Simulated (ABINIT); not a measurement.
# ZrS2 (P-3m1) in ABINIT: single point with PBE

Aim: the single point of ZrS2 with PBE.

All numbers are computed with ABINIT 10.8.3 (patched build); they aren't measurements. Logs are shortened: lines on timing, memory, paths and dates and some standing lists are left out, and cuts for length are marked. The log counts tension as positive stress, the text compression.

**The experiment to reproduce.**

“Stress-Tuned Optical Transitions in Layered 1T-MX2 (M= Hf, Zr, Sn; X= S, Se) Crystals”, 2022, arxiv:2210.12074 quotes, for a bulk crystal of ZrS2: band gap 1.68 eV (indirect).

The results are compared with them further down.

## 1. The crystal as given

It takes space group P-3m1 (No. 164, trigonal). The conventional cell has a = 3.691 Å, b = 3.691 Å, c = 6.041 Å, α = 90.00°, β = 90.00°, γ = 120.00°. Zr (site symmetry -3m) is surrounded by 6 S at 2.57 Å. S (site symmetry 3m) has 3 Zr at 2.57 Å as nearest neighbours.

The cell is a database's computed one.

## 2. Single point, PBE

run.abi

```
# Pseudopotentials
pp_dirpath "./"
pseudos "Zr.upf, S.upf"

# Structure
acell 3*1.0
rprim
     6.9757020403     0.0000000000     0.0000000000
    -3.4878510202     6.0411351761     0.0000000000
     0.0000000000     0.0000000000    11.4159810467
ntypat 2
znucl 40 16
natom 3
typat 1 2 2
xred
     0.0000000000     0.0000000000     0.0000000000
     0.3333333333     0.6666666667     0.2379099700
     0.6666666667     0.3333333333     0.7620900300

# Plane-wave basis
ecut 897.975746 eV

# k points
kptopt 1
ngkpt 6 6 4
nshiftk 1
shiftk 0.0 0.0 0.0

# Exchange and correlation
ixc 11

# Bands and occupations
nband 16
occopt 3
tsmear 0.05 eV

# SCF cycle
nstep 100
tolvrs 1.0e-10

# Output
iomode 3
prtwf 0
prtden 0
prteig 0
prtebands 0
enunit 1
```

Potentials or basis: PseudoDojo NC SR PBE v0.4.1 standard.

Command:

```console
> abinit run.abi > log 2>&1
```

run.abo:

```text
.Version 10.8.3 of ABINIT
 Symmetries : space group P-3 m 1 (#164); Bravais hP (primitive hexag.)
================================================================================
 Values of the parameters that define the memory need of the present run
     intxc =       0    ionmov =       0      iscf =       7    lmnmax =       6
     lnmax =       6     mgfft =      60  mpssoang =       3    mqgrid =    3001
     natom =       3  nloc_mem =       1    nspden =       1   nspinor =       1
    nsppol =       1      nsym =      12    n1xccc =    2501    ntypat =       2
    occopt =       3   xclevel =       2
       mpw =        4395          nfft =       96000          nkpt =          24
================================================================================
================================================================================

--------------------------------------------------------------------------------
------------- Echo of variables that govern the present computation ------------
--------------------------------------------------------------------------------
 -outvars: echo values of preprocessed input variables --------
            acell      1.0000000000E+00  1.0000000000E+00  1.0000000000E+00 Bohr
              amu      9.12240000E+01  3.20660000E+01
             ecut      3.30000000E+01 Hartree
           enunit           1
              ixc          11
         kptrlatt        6    0    0      0    6    0      0    0    4
          kptrlen      4.18542122E+01
            natom           3
            nband          16
            ngfft          40      40      60
             nkpt          24
            nstep         100
             nsym          12
           ntypat           2
           occopt           3
           prtden           0
        prtebands           0
           prteig           0
            prtwf           0
            rprim      6.9757020403E+00  0.0000000000E+00  0.0000000000E+00
                      -3.4878510202E+00  6.0411351761E+00  0.0000000000E+00
                       0.0000000000E+00  0.0000000000E+00  1.1415981047E+01
          spgroup         164
           tolvrs      1.00000000E-10
           tsmear      1.83746611E-03 Hartree
            typat      1  2  2
           xangst      0.0000000000E+00  0.0000000000E+00  0.0000000000E+00
                      -1.7639701785E-11  2.1312207073E+00  1.4372324492E+00
                       1.8456912736E+00  1.0656103537E+00  4.6038445567E+00
            xcart      0.0000000000E+00  0.0000000000E+00  0.0000000000E+00
                      -3.3334205316E-11  4.0274234507E+00  2.7159757083E+00
                       3.4878510201E+00  2.0137117254E+00  8.7000053384E+00
             xred      0.0000000000E+00  0.0000000000E+00  0.0000000000E+00
                       3.3333333333E-01  6.6666666667E-01  2.3790997000E-01
                       6.6666666667E-01  3.3333333333E-01  7.6209003000E-01
            znucl       40.00000   16.00000

================================================================================

 chkinp: Checking input parameters for consistency.

================================================================================
== DATASET  1 ==================================================================

--- !DatasetInfo
iteration_state: {dtset: 1, }
dimensions: {natom: 3, nkpt: 24, mband: 16, nsppol: 1, nspinor: 1, nspden: 1, mpw: 4395, }
cutoff_energies: {ecut:  33.0, pawecutdg:  -1.0, }
electrons: {nelect:   2.40000000E+01, charge:   0.00000000E+00, occopt:   3.00000000E+00, tsmear:   1.83746611E-03, }
meta: {optdriver: 0, ionmov: 0, optcell: 0, iscf: 7, paral_kgb: 0, }
...

 Exchange-correlation functional for the present dataset will be:
  GGA: Perdew-Burke-Ernzerhof functional - ixc=11
  J.P.Perdew, K.Burke, M.Ernzerhof, PRL 77, 3865 (1996)

 Real(R)+Recip(G) space primitive vectors, cartesian coordinates (Bohr,Bohr^-1):
 R(1)=  6.9757020  0.0000000  0.0000000  G(1)=  0.1433547  0.0827659  0.0000000
 R(2)= -3.4878510  6.0411352  0.0000000  G(2)=  0.0000000  0.1655318  0.0000000
 R(3)=  0.0000000  0.0000000 11.4159810  G(3)=  0.0000000  0.0000000  0.0875965
 Unit cell volume ucvol=  4.8108267E+02 bohr^3
 Angles (23,13,12)=  9.00000000E+01  9.00000000E+01  1.20000000E+02 degrees

 getcut: wavevector=  0.0000  0.0000  0.0000  ngfft=  40  40  60
         ecut(hartree)=     33.000   => boxcut(ratio)=   2.03243

--- Pseudopotential description ------------------------------------------------
- pspini: atom type   1  psp file is ./Zr.upf
12 -101130 2 -1 1622                          pspcod,pspxc,lmax,lloc,mmax
     nproj     2     2     2

- pspini: atom type   2  psp file is ./S.upf
12 -101130 2 -1 1146                          pspcod,pspxc,lmax,lloc,mmax
     nproj     2     2     2

   8.84044148E+02                                ecore*ucvol(ha*bohr**3)
--------------------------------------------------------------------------------

================================================================================

--- !BeginCycle
iteration_state: {dtset: 1, }
solver: {iscf: 7, nstep: 100, nline: 4, wfoptalg: 0, }
tolerances: {tolvrs: 1.00E-10, }
...

     iter   Etot(hartree)      deltaE(h)  residm     vres2
 ETOT  1  -72.781629244028    -7.278E+01 7.140E-02 2.913E+02
 ETOT  2  -72.793922717935    -1.229E-02 3.572E-02 6.479E+02
 ETOT  3  -72.865151419816    -7.123E-02 4.961E-03 2.767E+00
 ETOT  4  -72.865533254273    -3.818E-04 3.462E-03 7.065E-01
 ETOT  5  -72.865570876697    -3.762E-05 2.608E-03 4.809E-02
 ETOT  6  -72.865572490806    -1.614E-06 1.323E-03 8.985E-03
 ETOT  7  -72.865572884655    -3.938E-07 1.122E-03 9.111E-05
 ETOT  8  -72.865572887732    -3.078E-09 5.155E-04 2.842E-06
 ETOT  9  -72.865572887885    -1.522E-10 4.185E-04 7.005E-08
 ETOT 10  -72.865572887889    -4.562E-12 2.741E-04 2.561E-09
 ETOT 11  -72.865572887890    -7.105E-13 1.343E-04 1.265E-10
 ETOT 12  -72.865572887888     1.847E-12 2.077E-04 4.035E-12

 At SCF step   12       vres2   =  4.04E-12 < tolvrs=  1.00E-10 =>converged.

 Cartesian components of stress tensor (hartree/bohr^3)
  sigma(1 1)= -8.53463363E-06  sigma(3 2)=  0.00000000E+00
  sigma(2 2)= -8.53463359E-06  sigma(3 1)=  0.00000000E+00
  sigma(3 3)= -4.02372816E-05  sigma(2 1)=  3.15440697E-14

--- !ResultsGS
iteration_state: {dtset: 1, }
comment   : Summary of ground state results
lattice_vectors:
- [  6.9757020,   0.0000000,   0.0000000, ]
- [ -3.4878510,   6.0411352,   0.0000000, ]
- [  0.0000000,   0.0000000,  11.4159810, ]
lattice_lengths: [   6.97570,    6.97570,   11.41598, ]
lattice_angles: [ 90.000,  90.000, 120.000, ] # degrees, (23, 13, 12)
lattice_volume:   4.8108267E+02
convergence: {deltae:  1.847E-12, res2:  4.035E-12, residm:  2.077E-04, diffor: null, }
etotal    :  -7.28655729E+01
entropy   :   0.00000000E+00
fermie    :   1.80465407E-01
cartesian_stress_tensor: # hartree/bohr^3
- [ -8.53463363E-06,   3.15440697E-14,   0.00000000E+00, ]
- [  3.15440697E-14,  -8.53463359E-06,   0.00000000E+00, ]
- [  0.00000000E+00,   0.00000000E+00,  -4.02372816E-05, ]
pressure_GPa:   5.6201E-01
xred      :
- [  0.0000E+00,   0.0000E+00,   0.0000E+00, Zr]
- [  3.3333E-01,   6.6667E-01,   2.3791E-01,  S]
- [  6.6667E-01,   3.3333E-01,   7.6209E-01,  S]
cartesian_forces: # hartree/bohr
- [  2.57335650E-29,   1.33715526E-28,  -0.00000000E+00, ]
- [  2.57335650E-29,   4.45718420E-29,   8.87532205E-04, ]
- [ -5.14671299E-29,  -1.78287368E-28,  -8.87532205E-04, ]
force_length_stats: {min:   1.36169226E-28, max:   8.87532205E-04, mean:   5.91688137E-04, }
...

 Integrated electronic density in atomic spheres:
 ------------------------------------------------
 Atom  Sphere_radius  Integrated_density
    1        2.00000          8.27799428
    2        2.00000          3.93664594
    3        2.00000          3.93664594
================================================================================

 ----iterations are completed or convergence reached----

 Mean square residual over all n,k,spin=   12.247E-07; max=  20.769E-05
 reduced coordinates (array xred) for    3 atoms
       0.000000000000      0.000000000000      0.000000000000
       0.333333333333      0.666666666667      0.237909970000
       0.666666666667      0.333333333333      0.762090030000
 rms dE/dt=  4.7763E-03; max dE/dt=  1.0132E-02; dE/dt below (all hartree)
    1       0.000000000000      0.000000000000      0.000000000000
    2       0.000000000000      0.000000000000     -0.010132050834
    3       0.000000000000      0.000000000000      0.010132050834

 cartesian coordinates (angstrom) at end:
    1      0.00000000000000     0.00000000000000     0.00000000000000
    2     -0.00000000001764     2.13122070733856     1.43723244924514
    3      1.84569127362720     1.06561035366928     4.60384455667074

 cartesian forces (hartree/bohr) at end:
    1      0.00000000000000     0.00000000000000    -0.00000000000000
    2      0.00000000000000     0.00000000000000     0.00088753220532
    3     -0.00000000000000    -0.00000000000000    -0.00088753220532
 frms,max,avg= 4.1838669E-04 8.8753221E-04   0.000E+00  0.000E+00  0.000E+00 h/b

 cartesian forces (eV/Angstrom) at end:
    1      0.00000000000000     0.00000000000000    -0.00000000000000
    2      0.00000000000000     0.00000000000000     0.04563874098036
    3     -0.00000000000000    -0.00000000000000    -0.04563874098036
 frms,max,avg= 2.1514309E-02 4.5638741E-02   0.000E+00  0.000E+00  0.000E+00 e/A
 length scales=  1.000000000000  1.000000000000  1.000000000000 bohr
              =  0.529177210544  0.529177210544  0.529177210544 angstroms
 Fermi (or HOMO) energy (eV) =   4.91071   Average Vxc (eV)=  -9.46157
 Eigenvalues (   eV  ) for nkpt=  24  k points:
 kpt#   1, nband= 16, wtk=  0.00694, kpt=  0.0000  0.0000  0.0000 (reduced coord)
 -44.60156  -22.66028  -22.51218  -22.51218   -8.16896   -6.77421    0.20055    1.63066
   1.63066    4.31587    4.31587    4.35748    5.98538    5.98538    6.82746    9.39978
 prteigrs : prtvol=0 or 1, do not print more k-points.

--- !EnergyTerms
iteration_state     : {dtset: 1, }
comment             : Components of total free energy in Hartree
kinetic             :  2.19912654496992E+01
hartree             :  1.77129412730242E+01
xc                  : -1.63645087703494E+01
Ewald energy        : -4.66085508620856E+01
psp_core            :  1.83761378058819E+00
local_psp           : -5.98118552651564E+01
non_local_psp       :  8.37752159033957E+00
internal            : -7.28655728039403E+01
'-kT*entropy'       : -8.39478342060475E-08
total_energy        : -7.28655728878881E+01
total_energy_eV     : -1.98277324788700E+03
band_energy         : -8.37540807234375E+00
...

 Cartesian components of stress tensor (hartree/bohr^3)
  sigma(1 1)= -8.53463363E-06  sigma(3 2)=  0.00000000E+00
  sigma(2 2)= -8.53463359E-06  sigma(3 1)=  0.00000000E+00
  sigma(3 3)= -4.02372816E-05  sigma(2 1)=  3.15440697E-14

-Cartesian components of stress tensor (GPa)         [Pressure=  5.6201E-01 GPa]
- sigma(1 1)= -2.51097590E-01  sigma(3 2)=  0.00000000E+00
- sigma(2 2)= -2.51097589E-01  sigma(3 1)=  0.00000000E+00
- sigma(3 3)= -1.18382170E+00  sigma(2 1)=  9.28058572E-10

== END DATASET(S) ==============================================================
================================================================================

 -outvars: echo values of variables after computation  --------
            acell      1.0000000000E+00  1.0000000000E+00  1.0000000000E+00 Bohr
           etotal     -7.2865572888E+01
            fcart      2.5733564953E-29  1.3371552587E-28 -0.0000000000E+00
                       2.5733564953E-29  4.4571841958E-29  8.8753220532E-04
                      -5.1467129905E-29 -1.7828736783E-28 -8.8753220532E-04
            rprim      6.9757020403E+00  0.0000000000E+00  0.0000000000E+00
                      -3.4878510202E+00  6.0411351761E+00  0.0000000000E+00
                       0.0000000000E+00  0.0000000000E+00  1.1415981047E+01
           strten     -8.5346336280E-06 -8.5346335892E-06 -4.0237281593E-05
                       0.0000000000E+00  0.0000000000E+00  3.1544069697E-14
           xangst      0.0000000000E+00  0.0000000000E+00  0.0000000000E+00
                      -1.7639701785E-11  2.1312207073E+00  1.4372324492E+00
                       1.8456912736E+00  1.0656103537E+00  4.6038445567E+00
             xred      0.0000000000E+00  0.0000000000E+00  0.0000000000E+00
                       3.3333333333E-01  6.6666666667E-01  2.3790997000E-01
                       6.6666666667E-01  3.3333333333E-01  7.6209003000E-01
 Calculation completed.
```

Wall time 82 s (1 thread of Intel Xeon at 2.70GHz, shared host); peak memory 0.11 GiB.

Results:

* Free energy: -1982.7732 eV
* Pressure: 0.6 GPa
* Largest force: 0.046 eV/Å
* Band gap on the k mesh: 1.07 eV, indirect (least direct gap 1.63 eV)
* Valence electrons inside the program's atomic spheres: Zr 8.28; S 3.94

Forces on the atoms (eV/Å):
```
Zr   0.000  0.000  0.000
S    0.000  0.000  0.046
S    0.000  0.000 -0.046
```

Caveat: this functional lacks dispersion, which binds the layers, so the pressure and a relaxed spacing across them are unreliable.

## 3. Against experiment

Step 2. Against the measured gap of ZrS2, 1.68 eV (indirect; quoted in “Stress-Tuned Optical Transitions in Layered 1T-MX2 (M= Hf, Zr, Sn; X= S, Se) Crystals”, 2022, arxiv:2210.12074), the calculated 1.07 eV is off by -0.61 eV. Spin-orbit coupling on Zr is left out. The value is that of PBE on a finite k mesh, which can miss the band edges, without temperature or zero-point motion. Semilocal functionals fall short of measured gaps as a rule. The cell is a database's relaxed one, not the measured one, which moves gaps too.
